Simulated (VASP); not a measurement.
A run of VASP 6.6.1 is set up as follows.

File INCAR:

```
SYSTEM = Ta
PREC     = Accurate       ! precision mode
ENCUT    = 700            ! plane-wave cutoff, eV
EDIFF    = 1E-7           ! SCF threshold, eV
ISMEAR   = 0              ! smearing method
SIGMA    = 0.1            ! smearing width, eV
LREAL    = .FALSE.        ! projectors in reciprocal space
LASPH    = .TRUE.         ! aspherical terms in the spheres
NELM     = 80             ! most SCF steps
ALGO     = Fast           ! electronic algorithm
ISIF     = 3              ! what is computed and relaxed
LWAVE    = .FALSE.        ! write WAVECAR
LCHARG   = .FALSE.        ! write CHGCAR
GGA      = PE             ! functional
IBRION   = 2              ! ionic algorithm
NSW      = 80             ! ionic steps
EDIFFG   = -0.002         ! ionic threshold
```

File KPOINTS:

```
Automatic mesh
0
G
  18 18 18
  0 0 0
```

The input POSCAR:

```
Ta
1.0
   -1.6512800000      1.6512800000      1.6512800000
    1.6512800000     -1.6512800000      1.6512800000
    1.6512800000      1.6512800000     -1.6512800000
Ta
1
Direct
    0.0000000000      0.0000000000      0.0000000000
```

Potentials or basis: VASP PAW PBE potentials, release 64 (Ta_pv).

Command:

```bash
$ cat potpaw_PBE.64/Ta_pv/POTCAR > POTCAR
$ mpirun -np 1 vasp_std > vasp.out
```

Problem. Predict the relaxed volume.

Solution. 18.29 Å³/atom.

Problem. What does it give for the space group after relaxing (to 0.05 Å)?

Solution. Im-3m (No. 229).

Problem. Predict the relaxed cell.

Solution. a = 2.875 Å, b = 2.875 Å, c = 2.875 Å, α = 109.47°, β = 109.47°, γ = 109.47°.

Final structure:
```xyz
1
Lattice="-1.6598 1.6598 1.6598 1.6598 -1.6598 1.6598 1.6598 1.6598 -1.6598" Properties=species:S:1:pos:R:3 pbc="T T T"
Ta    0.0000    0.0000    0.0000
```

The run has no spin-orbit coupling, so splittings on Ta are missing. PBE usually gives volumes a little too large and moduli too small.
